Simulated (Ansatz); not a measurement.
V (fcc)

Computed with Ansatz (plane waves, PAW, 420 eV cutoff): PBE with spin–orbit coupling, two-component spinors, Γ-centred 18×18×18 mesh, 0.05 eV Gaussian smearing. The datasets are Ansatz's generated set soft_2.

```
V
1.0
     0.00000    1.90800    1.90800
     1.90800    0.00000    1.90800
     1.90800    1.90800    0.00000
V
1
Direct
  0.00000 0.00000 0.00000
```

At room temperature and ambient pressure V is bcc.

Magnetic state: non-magnetic, site spin moments none.

**Question.** Which orbitals carry the states at the Fermi level, and how many states are there?

**Answer.** Within 0.1 eV of it: V 3d 94 % (shares among the projected shells). The density of states at the Fermi level is about 1.7 states/eV per cell, averaged over 0.3 eV.

Density of states (tetrahedra, averaged over 0.3 eV; states/eV per cell of 1 atom; energy in eV from the Fermi level; projections on Löwdin-orthogonalised atomic orbitals, summed over sites):

```
    E  total  V 3d  V 4s
-6.70   0.02  0.00  0.02
-6.40   0.05  0.00  0.05
-6.10   0.07  0.00  0.06
-5.80   0.08  0.00  0.08
-5.50   0.10  0.00  0.09
-5.20   0.12  0.01  0.11
-4.90   0.14  0.01  0.12
-4.60   0.16  0.02  0.14
-4.30   0.19  0.03  0.16
-4.00   0.24  0.05  0.18
-3.70   0.31  0.09  0.21
-3.40   0.65  0.37  0.27
-3.10   0.99  0.69  0.28
-2.80   1.01  0.76  0.23
-2.50   1.20  1.01  0.17
-2.20   1.45  1.31  0.11
-1.90   1.30  1.20  0.05
-1.60   1.35  1.27  0.02
-1.30   1.19  1.11  0.02
-1.00   1.24  1.13  0.05
-0.70   1.61  1.43  0.09
-0.40   1.62  1.44  0.09
-0.10   1.84  1.63  0.11
 0.20   1.69  1.53  0.08
 0.50   2.09  1.93  0.07
 0.80   1.29  1.21  0.04
 1.10   1.21  1.15  0.03
 1.40   1.57  1.51  0.04
 1.70   1.69  1.62  0.04
 2.00   1.43  1.38  0.03
 2.30   1.41  1.36  0.03
 2.60   1.60  1.54  0.04
 2.90   2.49  2.43  0.04
 3.20   1.88  1.80  0.06
 3.50   0.50  0.38  0.08
 3.80   0.41  0.27  0.10
 4.10   0.40  0.23  0.11
```

The calculation's cell holds 13 valence electrons, an odd number. Without magnetic order each Kramers pair of bands takes two, so one stays part-filled and the crystal must be a metal. (Only strong correlation, outside this picture, could make a Mott insulator of it.)

The starting moments died out; a magnetic state reached from other starts isn't excluded.
